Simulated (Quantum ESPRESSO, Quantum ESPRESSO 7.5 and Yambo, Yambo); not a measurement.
# CsH (Fm-3m): G0W0 with Yambo, start to end

Wanted: ground state, empty states, screening and self-energy for CsH (Fm-3m).

Method: PBEsol and many-body steps on it, plane waves, in Quantum ESPRESSO 7.5 and Yambo 5.3.0.

Most raw output is cut from this account.

The database entry behind the starting cell differs from later determinations by our own check (0.1 to 0.3 % short, probably kX units), so it need not match the best structure at ambient conditions.

## 1. The starting structure

The structure is cubic, space group Fm-3m (No. 225). The conventional cell has a = 6.376 Å, b = 6.376 Å, c = 6.376 Å, α = 90.00°, β = 90.00°, γ = 90.00°. Nearest to Cs lie 6 H at 3.19 Å. H has 6 Cs at 3.19 Å nearest. Farther neighbours are not listed.

The cell and positions come from the Crystallography Open Database and are kept as given unless a step says otherwise. Spin-orbit coupling is left out unless a step names it.

## 2. Ground state

This step: Quantum ESPRESSO 7.5; DFT, PBEsol, plane waves, norm-conserving pseudopotentials.

The ground-state density comes first.

Input file pw.in:

```
&control
  calculation = 'scf'
  prefix = 'x'
  outdir = 'o'
  pseudo_dir = 'pseudo'
/
&system
  ibrav = 0
  nat = 2
  ntyp = 2
  ecutwfc = 64.0
  nbnd = 10
  force_symmorphic = .true.
/
&electrons
  conv_thr = 1e-10
  electron_maxstep = 80
  mixing_beta = 0.5
/
ATOMIC_SPECIES
  Cs 132.91 Cs.upf
  H 1.008 H.upf
CELL_PARAMETERS angstrom
  -0.0000000000 3.1880000000 3.1880000000
  3.1880000000 -0.0000000000 3.1880000000
  3.1880000000 3.1880000000 -0.0000000000
ATOMIC_POSITIONS crystal
  Cs 0.0000000000 0.0000000000 0.0000000000
  H 0.5000000000 0.5000000000 0.5000000000
K_POINTS automatic
  6 6 6 0 0 0
```

Started as:

```
$ OMP_NUM_THREADS=1 mpirun -n 4 pw.x -nk 4 -in pw.in > pw.out
```

The job ended after 4.7 s (4 MPI ranks of Arm Neoverse V1, shared host; peak memory 0.24 GiB; 18 s of CPU time).

Numbers from this step:

```yaml
total_energy: -651.9528 eV
gap: 2.149 eV
k_of_the_valence_top: 0, 0, -0.5
k_of_the_conduction_bottom: 0, 0, -0.5
least_direct_gap: 2.149 eV
```

The gap is direct, at (0.000, 0.000, -0.500).

## 3. Bands along the symmetry lines

The cheap functional maps the bands first; the places of the edges decide which points the dearer methods must see.

Input file pw.in:

```
&control
  calculation = 'bands'
  prefix = 'x'
  outdir = 'o'
  pseudo_dir = 'pseudo'
/
&system
  ibrav = 0
  nat = 2
  ntyp = 2
  ecutwfc = 64.0
  nbnd = 11
  force_symmorphic = .true.
/
&electrons
  conv_thr = 1e-9
  electron_maxstep = 80
  diago_full_acc = .true.
  diago_thr_init = 5e-6
/
ATOMIC_SPECIES
  Cs 132.91 Cs.upf
  H 1.008 H.upf
CELL_PARAMETERS angstrom
  -0.0000000000 3.1880000000 3.1880000000
  3.1880000000 -0.0000000000 3.1880000000
  3.1880000000 3.1880000000 -0.0000000000
ATOMIC_POSITIONS crystal
  Cs 0.0000000000 0.0000000000 0.0000000000
  H 0.5000000000 0.5000000000 0.5000000000
K_POINTS crystal
  50
  0.00000000 0.00000000 0.00000000 1
  0.06250000 0.00000000 0.06250000 1
  0.12500000 0.00000000 0.12500000 1
  0.18750000 0.00000000 0.18750000 1
  0.25000000 0.00000000 0.25000000 1
  0.31250000 0.00000000 0.31250000 1
  0.37500000 0.00000000 0.37500000 1
  0.43750000 0.00000000 0.43750000 1
  0.50000000 0.00000000 0.50000000 1
  0.51562500 0.03125000 0.51562500 1
  0.53125000 0.06250000 0.53125000 1
  0.54687500 0.09375000 0.54687500 1
  0.56250000 0.12500000 0.56250000 1
  0.57812500 0.15625000 0.57812500 1
  0.59375000 0.18750000 0.59375000 1
  0.60937500 0.21875000 0.60937500 1
  0.62500000 0.25000000 0.62500000 1
  0.37500000 0.37500000 0.75000000 1
  0.32812500 0.32812500 0.65625000 1
  0.28125000 0.28125000 0.56250000 1
  0.23437500 0.23437500 0.46875000 1
  0.18750000 0.18750000 0.37500000 1
  0.14062500 0.14062500 0.28125000 1
  0.09375000 0.09375000 0.18750000 1
  0.04687500 0.04687500 0.09375000 1
  0.00000000 0.00000000 0.00000000 1
  0.06250000 0.06250000 0.06250000 1
  0.12500000 0.12500000 0.12500000 1
  0.18750000 0.18750000 0.18750000 1
  0.25000000 0.25000000 0.25000000 1
  0.31250000 0.31250000 0.31250000 1
  0.37500000 0.37500000 0.37500000 1
  0.43750000 0.43750000 0.43750000 1
  0.50000000 0.50000000 0.50000000 1
  0.50000000 0.46875000 0.53125000 1
  0.50000000 0.43750000 0.56250000 1
  0.50000000 0.40625000 0.59375000 1
  0.50000000 0.37500000 0.62500000 1
  0.50000000 0.34375000 0.65625000 1
  0.50000000 0.31250000 0.68750000 1
  0.50000000 0.28125000 0.71875000 1
  0.50000000 0.25000000 0.75000000 1
  0.50000000 0.21875000 0.71875000 1
  0.50000000 0.18750000 0.68750000 1
  0.50000000 0.15625000 0.65625000 1
  0.50000000 0.12500000 0.62500000 1
  0.50000000 0.09375000 0.59375000 1
  0.50000000 0.06250000 0.56250000 1
  0.50000000 0.03125000 0.53125000 1
  0.50000000 0.00000000 0.50000000 1
```

Wall time 7.2 s (4 MPI ranks); peak memory 0.22 GiB; 28 s of CPU time.

Numbers from this step:

```
gap                        : 2.149 eV
k of the valence top       : 0.5, 0.5, 0.5
k of the conduction bottom : 0.5, 0.5, 0.5
least direct gap           : 2.149 eV
```

The gap is 2.149 eV, as in the run before at this level.

Electronic bands along the path, in eV, zero at the top of the highest filled band; v1 is the highest filled band, c1 the lowest empty one:

```
    point     v4     v3     v2     v1    c1    c2    c3    c4
        Γ  -7.89  -7.89  -7.89  -1.78  5.14  5.14  5.14  5.81
  halfway  -8.31  -8.03  -8.03  -1.01  3.81  4.20  5.96  5.96
        X  -8.61  -8.16  -8.16  -1.17  3.06  5.49  7.97  8.00
  halfway  -8.58  -8.22  -8.14  -1.06  3.19  5.23  7.00  7.04
        U  -8.49  -8.37  -8.10  -0.78  3.35  4.73  6.16  6.60
jump to K  -8.49  -8.37  -8.10  -0.78  3.35  4.73  6.16  6.60
  halfway  -8.39  -8.08  -7.93  -0.73  3.55  4.09  5.41  5.95
        Γ  -7.89  -7.89  -7.89  -1.78  5.14  5.14  5.14  5.81
  halfway  -8.34  -7.93  -7.93  -0.95  3.52  5.16  5.16  5.77
        L  -8.73  -7.98  -7.98   0.00  2.15  4.68  4.68  7.06
  halfway  -8.61  -8.19  -8.05  -0.40  2.93  4.41  5.29  7.32
        W  -8.39  -8.39  -8.20  -0.74  4.08  4.08  5.08  8.31
  halfway  -8.55  -8.23  -8.18  -0.97  3.34  5.00  5.99  8.21
        X  -8.61  -8.16  -8.16  -1.17  3.06  5.49  7.97  8.00
```

## 4. Empty states on the mesh, 4×4×4 mesh, 49 bands

The sums over transitions need many empty states on a uniform mesh; this step solves for them.

Input file pw.in:

```
&control
  calculation = 'nscf'
  prefix = 'x'
  outdir = 'o'
  pseudo_dir = 'pseudo'
/
&system
  ibrav = 0
  nat = 2
  ntyp = 2
  ecutwfc = 64.0
  nbnd = 49
  force_symmorphic = .true.
/
&electrons
  conv_thr = 1e-9
  electron_maxstep = 80
  diago_full_acc = .true.
  diago_thr_init = 5e-6
/
ATOMIC_SPECIES
  Cs 132.91 Cs.upf
  H 1.008 H.upf
CELL_PARAMETERS angstrom
  -0.0000000000 3.1880000000 3.1880000000
  3.1880000000 -0.0000000000 3.1880000000
  3.1880000000 3.1880000000 -0.0000000000
ATOMIC_POSITIONS crystal
  Cs 0.0000000000 0.0000000000 0.0000000000
  H 0.5000000000 0.5000000000 0.5000000000
K_POINTS automatic
  4 4 4 0 0 0
```

Elapsed: 5.2 s, on 4 MPI ranks; peak memory 0.26 GiB; 20 s of CPU time.

This step gave:

* gap: 2.149 eV
* k of the valence top: 0, 0, -0.5
* k of the conduction bottom: 0, 0, -0.5
* least direct gap: 2.149 eV
* k points computed: 8
* lowest point of the top converged band, above the valence top: 35.10 eV

On this mesh the gap is 2.149 eV.

## 5. Conversion and set-up

This step: Yambo 5.3.0; conversion and set-up on PBEsol, plane waves, norm-conserving pseudopotentials.

The states are converted to the many-body program's format and the q mesh is built.

Started as:

```
$ (cd o/x.save; p2y > p2y.log; mv SAVE ../..); yambo > setup.log
```

The job ended after 2.7 s (1 MPI rank; peak memory 0.25 GiB).

## 6. Screening and self-energy, 4×4×4 mesh, 49 bands, screening to 81.6 eV

G0W0 replaces the xc potential by the self-energy, built once from these orbitals. Only a window of levels is corrected, while the sums run over the empty bands that the input names.

This step: G0W0 on PBEsol, plane waves, norm-conserving pseudopotentials.

Input file gw1.in:

```
HF_and_locXC
gw0
dyson
ppa
em1d
rim_cut
RandQpts= 1000000
RandGvec= 1 RL
EXXRLvcs= 64 Ry
VXCRLvcs= 256 Ry
Chimod= "HARTREE"
% BndsRnXp
 1 | 49 |
%
NGsBlkXp= 6 Ry
% LongDrXp
 1 | 1 | 1 |
%
% GbndRnge
 1 | 49 |
%
DysSolver= "n"
ExtendOut
PPAPntXp= 27.21138 eV
% QPkrange
 1 | 8 | 2 | 9 |
%
```

Started as:

```
$ OMP_NUM_THREADS=1 mpirun -n 4 yambo -F gw1.in -J gw1 -C gw1 > gw1.log
```

Wall time 75 s (4 MPI ranks); peak memory 1.4 GiB; 4.9 min of CPU time.

This step gave:

| Quantity | Value |
| --- | --- |
| G0W0 gap on the mesh | 4.151 eV |
| starting gap on the mesh | 2.149 eV |
| k of the valence top | 0, 0, -0.5 |
| k of the conduction bottom | 0, 0, -0.5 |
| least direct G0W0 gap on the computed points | 4.151 eV |
| Z at the valence top | 0.8000 |
| Z at the conduction bottom | 0.8510 |

The gap on the mesh goes from 2.15 eV to 4.15 eV, a correction of +2.00 eV.

Limits: finite bands, cutoff and mesh; no spin-orbit coupling. v1 is the top filled band, c1 the lowest empty one. The levels before and after the correction (eV, zero at the valence-band top of each column):

```
           conduction bottom  valence top
Kohn-Sham               2.15         0.00
     G0W0               4.15         0.00
```

```
                      level  energy (eV)
Kohn-Sham     (0 0 -0.5) v4       -8.732
Kohn-Sham  (0 0 -0.5) v3-v2       -7.980
Kohn-Sham     (0 0 -0.5) v1        0.000
Kohn-Sham     (0 0 -0.5) c1        2.149
Kohn-Sham  (0 0 -0.5) c2-c3        4.683
Kohn-Sham     (0 0 -0.5) c4        7.055
     G0W0     (0 0 -0.5) v4       -9.134
     G0W0  (0 0 -0.5) v3-v2       -8.316
     G0W0     (0 0 -0.5) v1        0.000
     G0W0     (0 0 -0.5) c1        4.151
     G0W0  (0 0 -0.5) c2-c3        7.057
     G0W0     (0 0 -0.5) c4        9.111
```

## 7. Where the time went

Times are wall times on the hardware named with each run, good to a factor of about two.

```
                          step   time  share  memory (GiB)
                  ground state  4.7 s    5 %          0.24
bands along the symmetry lines  7.2 s    8 %          0.22
      empty states on the mesh  5.2 s    5 %          0.26
         conversion and set-up  2.7 s    3 %          0.25
     screening and self-energy   75 s   79 %           1.4
```

## 8. What came out

```json
{
 "PBEsol gap": "2.15 eV, direct",
 "G0W0 gap on the mesh": "4.15 eV",
 "GW settings": "4×4×4 mesh, 49 bands, screening to 81.6 eV, Godby-Needs plasmon pole",
 "known limits": "not at the basis limit; no spin-orbit coupling"
}
```

What this shows: G0W0 moves the gap on the mesh from 2.15 eV to 4.15 eV (+2.00 eV), with Z of 0.80 and 0.85 at the edges. The dearest step here is «screening and self-energy». Bands and cutoff are finite, so the gap is not at the basis limit. The miss can reach some tenths of an eV and take either sign; the mesh is an error of its own. The many-body steps are scalar-relativistic: spin-orbit coupling is not in them.

[Paths, hosts, dates, memory and timing lines, banners, echoed tables and standing remarks are left out of the program output.]

[Logs are printed without paths, hosts, clocks, repeated set-up lines and the standing remarks that a program may print on its own settings, such as how far it seeks lower states.]

[Runs of the session that timed out or met a known fault of the program may be left out.]

[Hosts, paths, dates, database ids (printed as entryN), source tags and the programs' standing remarks are cut or masked in the printed files.]
